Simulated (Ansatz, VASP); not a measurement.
# Rh in VASP and in Ansatz

Contents of INCAR:

```
PREC = Accurate
ENCUT = 600
EDIFF = 1E-6
ISMEAR = 0
SIGMA = 0.1
LREAL = False
LASPH = True
NELM = 60
ALGO = Fast
ISIF = 3
LWAVE = False
LCHARG = False
GGA = PE
IVDW = 12
IBRION = 2
NSW = 100
EDIFFG = -0.005
```

File KPOINTS:

```
Automatic mesh
0
Gamma
  18 18 18
```

The input POSCAR:

```
Rh
1.0
    0.0000000000      1.9015500000      1.9015500000
    1.9015500000      0.0000000000      1.9015500000
    1.9015500000      1.9015500000      0.0000000000
Rh
1
Direct
    0.0000000000      0.0000000000      0.0000000000
```

Input for Ansatz:

```yaml
crystal:
  lattice:
    - [0.0, 1.90155, 1.90155]
    - [1.90155, 0.0, 1.90155]
    - [1.90155, 1.90155, 0.0]
  atoms:
    - { symbol: Rh, position: [0.0, 0.0, 0.0] }
basis:
  ecutwfc: 420
kpoints:
  mp_grid: { grid: [18, 18, 18] }
hamiltonian:
  xc: pbe
  dispersion: d3bj
scf:
  occupations: { method: gaussian, width: 0.1 }
output:
  forces: true
  stress: true
  eigenvalues: true
  write_density: true
  write_potential: true
  elf: true
  volumetric_format: npy
relax:
  adjacent_minimum: "off"
  f_tol: 0.005
  max_steps: 80
  cell: { stress_tol: 0.05 }
```

Alike in both runs: task relaxation of cell and atoms; functional PBE; dispersion D3(BJ); k mesh 18 × 18 × 18; occupations gaussian, width 0.1 eV; no spin polarisation.

```csv
,VASP,Ansatz
version,VASP 6.6.1,Ansatz 0.2.0
potentials or method,"VASP PAW PBE potentials, release 64 (Rh_pv)","scalar-relativistic, plane waves, PAW"
plane-wave cutoff (eV),600,420
valence electrons in the cell,15,17
```

|  | VASP | Ansatz | Ansatz less VASP |
| --- | --- | --- | --- |
| gap on the k mesh at the Fermi level, each at its own relaxed structure (eV) | none | none | - |
| relaxed volume (Å³/atom) | 13.64 | 13.65 | +0.004 |
| relaxed cell length with the largest relative difference (Å) | 2.682 | 2.682 | +0.0002 |

A gap of «none» marks a metal or a gap that the smearing closes. The two sets of potentials don't hold the same shells in valence.

Caveats: pairwise dispersion overbinds metals, which lowers pressure and volume.
